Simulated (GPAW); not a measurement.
# Al2O3 (Corundum) (R-3c) in GPAW: settings compared

One crystal, Al2O3 (Corundum), is run at these levels: PBEsol, LDA, PBE; tasks: equation of state, band structure.

Everything below comes from runs of GPAW 26.7.0. Logs are shortened: lines on timing, memory, paths and dates and some standing lists are left out, and cuts for length are marked. The log counts tension as positive stress, the text compression.

**Measured values to compare with.**

From “Multi-petahertz electron interference in Cr:Al2O3 solid-state material”, 2018, pmc:5906618, for a bulk crystal of Al2O3: band gap 8.7 eV (optical).

How close the calculation comes is told below.

### 1 The structure

Symmetry: R-3c, No. 167, trigonal system. Conventional cell: a = 4.760 Å, b = 4.760 Å, c = 12.996 Å, α = 90.00°, β = 90.00°, γ = 120.00°. Al (site symmetry 3) is surrounded by 6 O at 1.85 to 1.97 Å. O (site symmetry 2) has 4 Al at 1.85 to 1.97 Å as nearest neighbours.

### 2 Equation of state, PBEsol

Contents of run.py:

```python
from ase import Atoms
from ase.eos import EquationOfState
from ase.io import Trajectory
from ase.units import GPa
from gpaw import GPAW, PW, setup_paths

setup_paths.insert(0, '.')

atoms = Atoms(['Al', 'Al', 'Al', 'Al', 'O', 'O', 'O', 'O', 'O', 'O'],
              cell=[[2.38025, 1.3742379782, 4.3318666667],
                    [-2.38025, 1.3742379782, 4.3318666667],
                    [0.0, -2.7484759565, 4.3318666667]],
              scaled_positions=[[0.85216, 0.85216, 0.85216],
                                [0.64784, 0.64784, 0.64784],
                                [0.14784, 0.14784, 0.14784],
                                [0.35216, 0.35216, 0.35216],
                                [0.05668, 0.75, 0.44332],
                                [0.75, 0.44332, 0.05668],
                                [0.44332, 0.05668, 0.75],
                                [0.94332, 0.25, 0.55668],
                                [0.25, 0.55668, 0.94332],
                                [0.55668, 0.94332, 0.25]],
              pbc=True)

traj = Trajectory('eos.traj', 'w')
volumes, energies = [], []
for x in [0.94, 0.96, 0.98, 1.0, 1.02, 1.04, 1.06]:
    a = atoms.copy()
    a.set_cell(atoms.cell * x**(1 / 3), scale_atoms=True)
    calc = GPAW(mode=PW(800),
                xc='PBEsol',
                kpts={'size': (5, 5, 5), 'gamma': True},
                occupations={'name': 'fermi-dirac', 'width': 0.05},
                nbands=44,
                convergence={'density': 1e-05, 'energy': 1e-05},
                maxiter=150,
                txt=f'eos-{x:.2f}.txt')
    a.calc = calc
    energies.append(a.get_potential_energy(force_consistent=True))
    volumes.append(a.get_volume())
    p = -a.get_stress()[:3].mean() / GPa
    calc.write(f'eos-{x:.2f}.gpw')
    traj.write(a)
    print(f'{x:.2f} {volumes[-1]:10.4f} A^3 {energies[-1]:14.6f} eV {p:9.3f} GPa', flush=True)

v0, e0, B = EquationOfState(volumes, energies, eos='birchmurnaghan').fit()
print(f'V0 = {v0:.4f} A^3, E0 = {e0:.6f} eV, B0 = {B / GPa:.2f} GPa')
```

Potentials or basis: PAW data sets generated in the run's folder for this functional, pw.

Command:

```console
$ gpaw-setup -f PBEsol Al O
$ OMP_NUM_THREADS=1 python run.py
```

Standard output:

```text
__  _  _
 | _ |_)|_||  |
 |__||  | ||/\| - 26.7.0

Input parameters:
  mode=PW(ecut=800.0),
  convergence={'density': 1e-05, 'energy': 1e-05},
  kpts=MonkhorstPack(size=(5, 5, 5), gamma=True),
  maxiter=150,
  nbands=44,
  occupations=Occupations(name='fermi-dirac', width=0.05),
  xc=XC(name='PBEsol')

Diagonalizing LCAO Hamiltonian
Converting LCAO to pw mode

            Al

           OAl
                O
         O     O
        O
            AO

            Al

Atoms  # Å, Bohr magnetons
|   | symbol |         x |         y |         z |    initial magnetic moments |
|---|--------|-----------|-----------|-----------|-----------------------------|
| 0 |     Al |  0.000000 | -0.000000 | 10.848260 | ( 0.0000,  0.0000,  0.0000) |
| 1 |     Al | -0.000000 | -0.000000 |  8.247204 | ( 0.0000,  0.0000,  0.0000) |
| 2 |     Al | -0.000000 | -0.000000 |  1.882049 | ( 0.0000,  0.0000,  0.0000) |
| 3 |     Al | -0.000000 | -0.000000 |  4.483106 | ( 0.0000,  0.0000,  0.0000) |
| 4 |      O | -1.616586 | -0.107641 |  5.304296 | ( 0.0000,  0.0000,  0.0000) |
| 5 |      O |  0.715073 |  1.453825 |  5.304296 | ( 0.0000,  0.0000,  0.0000) |
| 6 |      O |  0.901513 | -1.346184 |  5.304296 | ( 0.0000,  0.0000,  0.0000) |
| 7 |      O |  1.616586 |  0.107641 |  7.426014 | ( 0.0000,  0.0000,  0.0000) |
| 8 |      O | -0.715073 | -1.453825 |  7.426014 | ( 0.0000,  0.0000,  0.0000) |
| 9 |      O | -0.901513 |  1.346184 |  7.426014 | ( 0.0000,  0.0000,  0.0000) |

Unit cell  # Å
| periodic |         x |         y |        z |  lengths |    angles |
|----------|-----------|-----------|----------|----------|-----------|
|      yes |  2.331660 |  1.346184 | 4.243436 | 5.025495 | 55.286671 |
|      yes | -2.331660 |  1.346184 | 4.243436 | 5.025495 | 55.286671 |
|      yes |  0.000000 | -2.692369 | 4.243436 | 5.025495 | 55.286671 |

Number of symmetries: 6
Symmetry operations  # r_c * U_cc + t_c -> r_c
|   | kind |            matrix            |
|---|------|------------------------------|
| 0 |  E   |  1, 0, 0,  0, 1, 0,  0, 0, 1 |
| 1 |  C3  |  0, 1, 0,  0, 0, 1,  1, 0, 0 |
| 2 |  C3  |  0, 0, 1,  1, 0, 0,  0, 1, 0 |
| 3 |  S6  |  0, 0,-1, -1, 0, 0,  0,-1, 0 |
| 4 |  S6  |  0,-1, 0,  0, 0,-1, -1, 0, 0 |
| 5 |  i   | -1, 0, 0,  0,-1, 0,  0, 0,-1 |

BZ-sampling:
  Number of BZ points: 125
  Number of IBZ points: 23

  Monkhorst-Pack size: [5, 5, 5]
  Monkhorst-Pack shift: [0, 0, 0]

K-points  # in reciprocal-cell coordinates
|     |                                coordinates |     weight |
|-----|--------------------------------------------|------------|
|   0 | (  0.00000000,   0.00000000,   0.00000000) | 0.00800000 |
|   1 | (  0.20000000,   0.00000000,  -0.20000000) | 0.04800000 |
|   2 | (  0.20000000,   0.00000000,   0.00000000) | 0.04800000 |
|   3 | (  0.20000000,   0.20000000,  -0.20000000) | 0.04800000 |
|   4 | (  0.20000000,   0.20000000,   0.00000000) | 0.04800000 |
|   5 | (  0.20000000,   0.20000000,   0.20000000) | 0.01600000 |
|   6 | (  0.40000000,  -0.20000000,  -0.40000000) | 0.04800000 |
|   7 | (  0.40000000,  -0.20000000,  -0.20000000) | 0.04800000 |
|   8 | (  0.40000000,  -0.20000000,   0.00000000) | 0.04800000 |
|   9 | (  0.40000000,  -0.20000000,   0.20000000) | 0.04800000 |
| ... |                                            |            |
|  22 | (  0.40000000,   0.40000000,   0.40000000) | 0.01600000 |

Plane wave coefficients: 4135
Cutoff: 800.0 eV

Spin-components: 1 (collinear spins)
Bands:           44
Projectors:      50
Spin-degeneracy: 2
Datatype:        complex128

Parallelization:
  kpt:    1
  domain: 1
  band:   1

Density:
  Valence electrons: 48.0
  Components: 1
  Grid points: [35 35 35]
  Charge: 0.0  # |e|

Potential:
  Grid points: [35 35 35]

species:
  Al:
    name:    Aluminium
    Z:       13.0
    valence: 3
    core:    10
    charge:  0.0  # [|e|]
    compensation charges:
      type: gauss
      rc: 0.34  # [Å]
      lmax: 2
    cutoffs:
      filter: 1.91  # [Å]
      core: 2.36  # [Å]
    projectors
    | kind |    occ | energy [eV] | rcut [Å] |
    |------|--------|-------------|----------|
    |   3s |  2.000 |      -7.715 |    1.085 |
    |   3p |  1.000 |      -2.689 |    1.085 |
    |    s |        |      19.497 |    1.085 |
    |    p |        |      24.522 |    1.085 |
    |    d |        |       0.000 |    1.085 |

    Using partial waves for Al as LCAO basis

  O:
    name:    Oxygen
    Z:       8.0
    valence: 6
    core:    2
    charge:  0.0  # [|e|]
    compensation charges:
      type: gauss
      rc: 0.21  # [Å]
      lmax: 2
    cutoffs:
      filter: 1.17  # [Å]
      core: 0.83  # [Å]
    projectors
    | kind |    occ | energy [eV] | rcut [Å] |
    |------|--------|-------------|----------|
    |   2s |  2.000 |     -23.808 |    0.688 |
    |   2p |  4.000 |      -8.972 |    0.598 |
    |    s |        |       3.404 |    0.688 |
    |    p |        |      18.239 |    0.598 |
    |    d |        |       0.000 |    0.619 |

    Using partial waves for O as LCAO basis

Reference energy: -38564.312526  # eV

eigensolver:
  PPCG
  Converge bands: occupied
  niter=2

density mixing:
  MSR1-Mixer
  Pratt-step length: 0.05
  Maximum mixing coefficient: 0.75
  Old densities: 10
  SVD Regularization: 0.005
  Good broyden scale: 1.0
  Trust region scale: 1.0
  Backstep threshold: 4.0
  History deletion threshold: 6.0
  Fourier metric: weight=20.0, sigma=0.015

occupation numbers:
  Fermi-Dirac:
    width: 0.0500  # eV

poisson solver:
  ecut: 6400.0  # eV

xc functional:
  name: PBEsol with 2 nearest neighbor stencil

convergence criteria:
- Maximum integral of absolute [dens]ity change: 1e-05 electrons / valence electron
- Maximum [total energy] change in last 3 cyles: 1e-05 eV / valence electron
- Maximum integral of absolute [eigenst]ate change: 4e-08 eV^2 / valence electron
maximum number of iterations: 150

SCF iterations
|iter     | |      energy | eigst |  dens |
|---------|-|-------------|-------|-------|
|iter:   1| |  -85.626399 | +0.34 |       |
|iter:   2| |  -84.020351 | -1.93 | -0.73 |
|iter:   3| |  -78.985693 | -0.98 | -0.78 |
|iter:   4| |  -79.032888 | -2.78 | -1.37 |
|iter:   5| |  -79.062221 | -3.61 | -1.69 |
|iter:   6| |  -79.062352 | -5.71 | -2.97 |
|iter:   7| |  -79.062367c| -6.93 | -3.41 |
|iter:   8| |  -79.062367c| -7.48c| -4.51 |
|iter:   9| |  -79.062367c| -8.42c| -5.13c|

Converged in 9 steps
Energy contributions relative to reference atoms: (reference = -38564.312526)

Energy contributions:
  Kinetic:         122.132857
  Coulomb:        -105.681413
  Zero:              1.317667
  External:          0.000000
  Xc:              -96.831479
  Entropy:          -0.000000
  Spinorbit:         0.000000
  ----------------------------
  Free energy:     -79.062367
  Extrapolated:    -79.062367

dipole moment: (-0.000000, 0.000000, -0.000003)  # |e|*Ang

Fermi level: 8.673
Eigenvalues  # (at kpt = [0.000, 0.000, 0.000])
| band index |      eig [eV] | occ [0-2] |
|------------|---------------|-----------|
|          0 |       -12.819 |     2.000 |
|        ... |               |           |
|         16 |         5.342 |     2.000 |
|         17 |         5.443 |     2.000 |
|         18 |         5.443 |     2.000 |
|         19 |         6.290 |     2.000 |
|         20 |         6.290 |     2.000 |
|         21 |         6.833 |     2.000 |
|         22 |         6.833 |     2.000 |
|         23 |         6.889 |     2.000 |
|         24 |        13.796 |     0.000 |
|         25 |        16.351 |     0.000 |
|         26 |        18.341 |     0.000 |
|         27 |        18.821 |     0.000 |
|         28 |        18.821 |     0.000 |
|         29 |        18.946 |     0.000 |
|         30 |        19.495 |     0.000 |
|         31 |        19.528 |     0.000 |
|        ... |               |           |
|         43 |        26.865 |     0.000 |

Gap: 6.907 eV
Transition (v -> c):
  (s=0, k=0, n=23, [0.00, 0.00, 0.00]) -> (s=0, k=0, n=24, [0.00, 0.00, 0.00])
No difference between direct/indirect transitions

Stress tensor  # eV/Ang^3
|         x |         y |         z |
|-----------|-----------|-----------|
| -0.146324 | -0.000000 |  0.000000 |
| -0.000000 | -0.146324 | -0.000000 |
|  0.000000 | -0.000000 | -0.130802 |

# Writing to eos-0.94.gpw (mode='')
```

Run time: 11 min. Hardware: 1 thread of Arm Neoverse V2, shared host; peak memory 0.47 GiB.

What came out:

```yaml
Equilibrium_volume: 8.65 Å³/atom
Bulk_modulus_at_fixed_shape_and_positions: 245 GPa
Pressure_derivative_of_the_bulk_modulus: 4.1
```

Energy against volume, from the lowest point:
```
volume (Å³/atom)  energy (meV/atom)
           7.992              43.85
           8.162              23.30
           8.332               9.55
           8.502               1.99
           8.672               0.00
           8.842               3.05
           9.012              10.69
```

Caveat: the cell was scaled at fixed shape and fractional positions, which overstates the stiffness of a crystal with free parameters, most of all of layers and chains.

### 3 Equation of state, LDA

run.py: that of step 2 with these lines changed.

```diff
@@ -4,5 +4,3 @@
 from ase.units import GPa
-from gpaw import GPAW, PW, setup_paths
-
-setup_paths.insert(0, '.')
+from gpaw import GPAW, PW
 
@@ -30,3 +28,3 @@
     calc = GPAW(mode=PW(800),
-                xc='PBEsol',
+                xc='LDA',
                 kpts={'size': (5, 5, 5), 'gamma': True},
```

Potentials or basis: the program's PAW data sets (release 1.2.1) made for this functional, pw.

Command:

```console
$ OMP_NUM_THREADS=1 python run.py
```

Standard output:

```text
__  _  _
 | _ |_)|_||  |
 |__||  | ||/\| - 26.7.0

Input parameters:
  mode=PW(ecut=800.0),
  convergence={'density': 1e-05, 'energy': 1e-05},
  kpts=MonkhorstPack(size=(5, 5, 5), gamma=True),
  maxiter=150,
  nbands=44,
  occupations=Occupations(name='fermi-dirac', width=0.05),
  xc=XC(name='LDA')

Diagonalizing LCAO Hamiltonian
Converting LCAO to pw mode

            Al

           OAl
                O
         O     O
        O
            AO

            Al

Atoms  # Å, Bohr magnetons
|   | symbol |         x |         y |         z |    initial magnetic moments |
|---|--------|-----------|-----------|-----------|-----------------------------|
| 0 |     Al |  0.000000 | -0.000000 | 10.848260 | ( 0.0000,  0.0000,  0.0000) |
| 1 |     Al | -0.000000 | -0.000000 |  8.247204 | ( 0.0000,  0.0000,  0.0000) |
[... 164 lines left out ...]
|iter:   5| |  -83.965161 | -3.75 | -1.69 |
|iter:   6| |  -83.965236 | -6.06 | -2.97 |
|iter:   7| |  -83.965244c| -6.96 | -3.41 |
|iter:   8| |  -83.965243c| -7.58c| -4.62 |
|iter:   9| |  -83.965243c| -8.68c| -5.38c|

Converged in 9 steps
Energy contributions relative to reference atoms: (reference = -38481.133639)

Energy contributions:
  Kinetic:         119.595488
  Coulomb:        -103.071560
  Zero:              1.251877
  External:          0.000000
  Xc:             -101.741049
  Entropy:          -0.000000
  Spinorbit:         0.000000
  ----------------------------
  Free energy:     -83.965243
  Extrapolated:    -83.965243

dipole moment: (-0.000000, 0.000000, -0.000003)  # |e|*Ang

Fermi level: 8.457
Eigenvalues  # (at kpt = [0.000, 0.000, 0.000])
| band index |      eig [eV] | occ [0-2] |
|------------|---------------|-----------|
|          0 |       -12.886 |     2.000 |
|        ... |               |           |
|         16 |         5.097 |     2.000 |
|         17 |         5.204 |     2.000 |
|         18 |         5.204 |     2.000 |
|         19 |         6.059 |     2.000 |
|         20 |         6.059 |     2.000 |
|         21 |         6.599 |     2.000 |
[... 8 lines left out ...]
|         30 |        19.179 |     0.000 |
|         31 |        19.225 |     0.000 |
|        ... |               |           |
|         43 |        26.998 |     0.000 |

Gap: 6.962 eV
Transition (v -> c):
  (s=0, k=0, n=23, [0.00, 0.00, 0.00]) -> (s=0, k=0, n=24, [0.00, 0.00, 0.00])
No difference between direct/indirect transitions

Stress tensor  # eV/Ang^3
|         x |         y |         z |
|-----------|-----------|-----------|
| -0.096955 | -0.000000 |  0.000000 |
| -0.000000 | -0.096955 | -0.000000 |
|  0.000000 | -0.000000 | -0.084073 |

# Writing to eos-0.94.gpw (mode='')
```

stdout:

```text
0.94    79.9169 A^3     -83.965243 eV    14.846 GPa
0.96    81.6173 A^3     -84.089815 eV     8.347 GPa
0.98    83.3176 A^3     -84.149075 eV     2.492 GPa
1.00    85.0180 A^3     -84.149057 eV    -2.790 GPa
1.02    86.7184 A^3     -84.095845 eV    -7.553 GPa
1.04    88.4187 A^3     -83.994574 eV   -11.849 GPa
1.06    90.1191 A^3     -83.849736 eV   -15.726 GPa
V0 = 84.1631 A^3, E0 = -84.156055 eV, B0 = 261.50 GPa
```

Wall time 11 min (1 thread of Arm Neoverse V2, shared host); peak memory 0.47 GiB.

What came out:

```
Equilibrium volume                        : 8.42 Å³/atom
Bulk modulus at fixed shape and positions : 261 GPa
Pressure derivative of the bulk modulus   : 4.1
```

Energy against volume, from the lowest point:
```
volume (Å³/atom)  energy (meV/atom)
           7.992              18.38
           8.162               5.93
           8.332               0.00
           8.502               0.00
           8.672               5.32
           8.842              15.45
           9.012              29.93
```

Caveat: the cell was scaled at fixed shape and fractional positions, which overstates the stiffness of a crystal with free parameters, most of all of layers and chains.

### 4 Band structure, PBE

Contents of run.py:

```python
from ase import Atoms
from ase.dft.bandgap import bandgap
from ase.io import write
from ase.units import GPa
from gpaw import GPAW, PW

atoms = Atoms(['Al', 'Al', 'Al', 'Al', 'O', 'O', 'O', 'O', 'O', 'O'],
              cell=[[2.38025, 1.3742379782, 4.3318666667],
                    [-2.38025, 1.3742379782, 4.3318666667],
                    [0.0, -2.7484759565, 4.3318666667]],
              scaled_positions=[[0.85216, 0.85216, 0.85216],
                                [0.64784, 0.64784, 0.64784],
                                [0.14784, 0.14784, 0.14784],
                                [0.35216, 0.35216, 0.35216],
                                [0.05668, 0.75, 0.44332],
                                [0.75, 0.44332, 0.05668],
                                [0.44332, 0.05668, 0.75],
                                [0.94332, 0.25, 0.55668],
                                [0.25, 0.55668, 0.94332],
                                [0.55668, 0.94332, 0.25]],
              pbc=True)

calc = GPAW(mode=PW(800),
            xc='PBE',
            kpts={'size': (5, 5, 5), 'gamma': True},
            occupations={'name': 'fermi-dirac', 'width': 0.05},
            nbands=44,
            convergence={'density': 1e-05, 'energy': 1e-05},
            maxiter=150,
            txt='gpaw.txt')
atoms.calc = calc
energy = atoms.get_potential_energy()
forces = atoms.get_forces()
stress = atoms.get_stress()
calc.write('gs.gpw')
write('result.traj', atoms)
print(f'Energy: {energy:.6f} eV')
print('Forces (eV/A):')
print(forces.round(4))
print('Stress (GPa):', (stress / GPa).round(3))
print('Fermi level:', round(calc.get_fermi_level(), 4), 'eV')
print(f'Gap: {bandgap(calc)[0]:.4f} eV, direct: {bandgap(calc, direct=True)[0]:.4f} eV')

path = atoms.cell.bandpath('GLB1,BZGX,QFP1Z,LP', npoints=100, eps=1e-4)
bs_calc = calc.fixed_density(kpts=path, symmetry='off', nbands=64,
                             convergence={'bands': 'CBM+6.0', 'eigenstates': 1e-6}, txt='bands.txt')
bs = bs_calc.band_structure()
bs.write('bs.json')
print(f'Gap on the path: {bandgap(bs_calc)[0]:.4f} eV')
```

Potentials or basis: GPAW PAW data sets (gpaw-data 1.2.1), pw.

Command:

```console
$ OMP_NUM_THREADS=1 python run.py
```

Run time: 7.3 min. Hardware: 1 thread of Arm Neoverse V2, shared host; peak memory 0.96 GiB.

It converged, with:

```
Free energy             : -75.6487 eV
Pressure                : 9.7 GPa
Largest force           : 0.051 eV/Å
Band gap on the k mesh  : 6.23 eV, direct
Band gap along the path : 6.23 eV, direct
```

Forces on the atoms (eV/Å):
```
Al   0.000  0.000 -0.051
Al   0.000  0.000  0.051
Al   0.000  0.000  0.051
Al   0.000  0.000 -0.051
O   -0.020 -0.035  0.000
O   -0.020  0.035  0.000
O    0.040  0.000  0.000
O    0.020  0.035  0.000
O    0.020 -0.035  0.000
O   -0.040  0.000  0.000
```

Stress tensor (GPa, compression positive):
```
10.04  0.00  0.00
 0.00 10.04  0.00
 0.00  0.00  9.07
```

Levels at the corners of the path, in eV from the valence-band top:
| point | band 21 | band 22 | band 23 | band 24 | band 25 | band 26 | band 27 | band 28 |
| --- | --- | --- | --- | --- | --- | --- | --- | --- |
| Γ | -0.51 | -0.05 | -0.04 | 0.00 | 6.23 | 9.15 | 10.76 | 11.53 |
| L | -0.92 | -0.92 | -0.28 | -0.28 | 9.48 | 9.48 | 9.65 | 9.65 |
| B1 | -0.86 | -0.86 | -0.52 | -0.52 | 9.71 | 9.71 | 10.13 | 10.13 |
| B | -0.86 | -0.86 | -0.52 | -0.52 | 9.71 | 9.71 | 10.13 | 10.13 |
| Z | -0.39 | -0.39 | -0.39 | -0.39 | 8.68 | 8.68 | 11.10 | 11.10 |
| Γ | -0.51 | -0.05 | -0.04 | 0.00 | 6.23 | 9.15 | 10.76 | 11.53 |
| X | -0.90 | -0.85 | -0.57 | -0.30 | 9.51 | 9.54 | 9.75 | 10.21 |
| Q | -0.90 | -0.85 | -0.57 | -0.30 | 9.51 | 9.54 | 9.75 | 10.21 |
| F | -1.04 | -0.92 | -0.75 | -0.27 | 9.63 | 9.74 | 9.94 | 10.41 |
| P1 | -1.05 | -0.87 | -0.76 | -0.48 | 9.75 | 9.93 | 10.21 | 10.39 |
| Z | -0.39 | -0.39 | -0.39 | -0.39 | 8.68 | 8.68 | 11.10 | 11.10 |
| L | -0.92 | -0.92 | -0.28 | -0.28 | 9.48 | 9.48 | 9.65 | 9.65 |
| P | -1.05 | -0.87 | -0.76 | -0.48 | 9.75 | 9.93 | 10.21 | 10.39 |

### 5 Summary

```tsv
task	level	potentials or basis	band path	band points	V0 of scaled cells (Å³/atom)	B0 (GPa)
equation of state	PBEsol	PAW data sets generated in the run's folder for this functional, pw	-	-	8.65	245
equation of state	LDA	the program's PAW data sets (release 1.2.1) made for this functional, pw	-	-	8.42	261
band structure	PBE	GPAW PAW data sets (gpaw-data 1.2.1), pw	GLB1,BZGX,QFP1Z,LP	100	-	-
```

Alike in all rows: no spin polarisation; cell as given; k mesh 5 × 5 × 5; cutoff (eV) 800; smearing fermi-dirac 0.05 eV.

Caveats: the cell was scaled at fixed shape and fractional positions, which overstates the stiffness of a crystal with free parameters, most of all of layers and chains (some runs).

Total energies depend on the potentials used, so only differences within one code and one set of settings carry meaning.

### 6 Against experiment

Step 4. Against the measured gap of Al2O3, 8.7 eV (optical; quoted in “Multi-petahertz electron interference in Cr:Al2O3 solid-state material”, 2018, pmc:5906618), the calculated 6.23 eV is off by -2.47 eV. The value is that of PBE, without temperature or zero-point motion. Semilocal functionals fall short of measured gaps as a rule.
